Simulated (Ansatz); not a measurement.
## C — field gradients at the nuclei

The cell is a COD entry, its atoms then relaxed with PBE in this cell.

```
C
1.0
     1.22803    0.70900    3.34701
    -1.22803    0.70900    3.34701
     0.00000   -1.41801    3.34701
C
2
Direct
  0.83338 0.83338 0.83338
  0.16662 0.16662 0.16662
```

Sites (sets of like atoms) are named by element and the number of their first atom in this list.

All values are calculated (Ansatz; DFT, PBE, plane waves and PAW, scalar-relativistic, 420 eV cutoff, Γ-centred 13×13×13 k-points, Fermi–Dirac smearing 0.05 eV), not measured.

V_zz is the principal component of the electric field gradient with the largest magnitude, η = (V_xx − V_yy)/V_zz and C_Q = eQV_zz/h.

| site | atoms (order as listed) | first shell | V_zz (10²¹ V/m²) | η | C_Q (MHz) |
| --- | --- | --- | --- | --- | --- |
| C | 1, 2 | 3 C at 1.42 Å | 2.36 | 0.00 | – |

An axis of threefold or higher order runs through C, so V_zz lies along it and η is zero.

C has no stable isotope with a ground-state quadrupole moment in the table, so no C_Q is given.

At this cell the principal stresses reach 5 GPa in size with PBE, which can matter for small gradients.
